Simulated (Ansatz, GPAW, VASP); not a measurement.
**One calculation of Ge, 3 ways**

```
Ge
1.0
     0.00000    2.82891    2.82891
     2.82891    0.00000    2.82891
     2.82891    2.82891    0.00000
Ge
2
Direct
  0.75000 0.75000 0.75000
  0.50000 0.50000 0.50000
```

Alike in all runs: task single point; functional PBE; k mesh 8 × 8 × 8; occupations gaussian, width 0.018 eV; no spin polarisation; no spin-orbit coupling. Pressure is positive in compression and, in plane waves, holds the error of the finite cutoff.

```
                        program and potentials  plane-wave cutoff (eV)                                    notes  band gap (eV)  pressure (GPa)
              VASP, PBE PAW files Ge_d, 520 eV                     520  14 valence electrons an atom on average           0.03            3.48
    GPAW, GPAW PAW data sets (gpaw-data 1.2.1)                     600   4 valence electrons an atom on average           0.09            3.84
Ansatz, all-electron LAPW, scalar-relativistic                       -                                        -           0.04            3.56
```

The band gap spans 0.03 (VASP, PBE PAW files Ge_d, 520 eV) to 0.09 eV (GPAW, GPAW PAW data sets (gpaw-data 1.2.1)), with all-electron results at 0.04. The pressure spans 3.48 (VASP, PBE PAW files Ge_d, 520 eV) to 3.84 GPa (GPAW, GPAW PAW data sets (gpaw-data 1.2.1)), with all-electron results at 3.56.

The functional is the same throughout but for its coding, so the spread measures potentials, basis and numerics; runs on potential files found faulty are left out.

All three runs give germanium an almost vanishing gap and a cell under compression. The gap is far below that of the real semiconductor, chiefly because a semilocal functional lacks the derivative discontinuity and places the conduction states too low. The antibonding s-like state at the zone centre is especially sensitive to this and to volume. The positive pressure reflects PBE's underbinding: the cell is close to the experimental one, and PBE would prefer a larger volume.

The run with 14 valence electrons per atom lies closer to the all-electron result in both quantities than the run with 4. This suggests that relaxation of the shallow 3d shell matters, though other differences between the data sets could contribute as well. The deviations are small in absolute terms, but for the gap they are comparable to the value itself. Spin-orbit coupling would raise the p-like valence-band top and could close gaps this small, so the results do not establish that PBE germanium is a semiconductor at this volume.
